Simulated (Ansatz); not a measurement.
One crystal and one scan (frozen-phonon scan) at two levels, PBE (plane waves to 420 eV, PAW, scalar-relativistic; Ansatz, a first-principles code) and r2SCAN (plane waves to 500 eV, PAW, scalar-relativistic; Ansatz), each from its own relaxed cell and on its own mesh.

The crystal is CaF2 (fluorite); a phonon pattern at X = (0.5, 0.5, 0.0) is frozen into a 6-atom cell, Q being the largest atomic displacement.

CaF2 was relaxed with its symmetry unable to fall.

```csv
quantity,run 1,run 2
Lattice constant a (Å),5.439,5.511
"Band gap of the relaxed cell, no spin-orbit coupling (eV)",8.03,7.14
Harmonic wavenumber from the curvature (finite differences) (cm⁻¹ (negative: imaginary)),339,315
```

Problem. Which run is which level?

Solution. Run 2 is PBE, run 1 is r2SCAN. PBE gives the higher value for: lattice constant a. PBE gives the lower value for: band gap of the relaxed cell, no spin-orbit coupling; harmonic wavenumber from the curvature. Both give the same shape of the curve: a single well with its minimum at or next to zero displacement. Neither level is exact: the differences show how much the result hangs on the functional.

(A displaced cell: forces are minus the slopes of the energy, force constants its curvatures, and phonons follow from these.)
